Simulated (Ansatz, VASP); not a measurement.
## H: VASP beside Ansatz

```
H
1.0
    -1.69153    1.69153    2.05847
     1.69153   -1.69153    2.05847
     1.69153    1.69153   -2.05847
H
2
Direct
  0.90986 0.90986 0.00000
  0.09014 0.09014 0.00000
```

Alike in both runs: task single point; functional PBE; k mesh 14 × 14 × 14; occupations gaussian, width 0.05 eV; no spin polarisation.

|  | VASP | Ansatz |
| --- | --- | --- |
| version | VASP 6.6.1 | Ansatz 0.2.0 |
| potentials or method | VASP PAW PBE potentials, release 64 (H) | scalar-relativistic, plane waves, PAW |
| plane-wave cutoff (eV) | 520 | 500 |
| valence electrons in the cell | 2 | 2 |

|  | VASP | Ansatz | Ansatz less VASP |
| --- | --- | --- | --- |
| gap on the k mesh at the Fermi level (eV) | 8.94 | 8.94 | +0.002 |
| pressure (GPa) | 0.6 | 0.9 | +0.22 |
| largest component of the traceless stress (GPa) | 0.88 | 0.96 | +0.080 |
| rms of the force components (eV/Å) | 0.152 | 0.159 | +0.0067 |

Atom by atom the forces differ by 0.007 eV/Å (rms over components).

A k mesh can miss the band edges. Expect the measured gap to be larger: semilocal functionals such as PBE lack the derivative discontinuity.
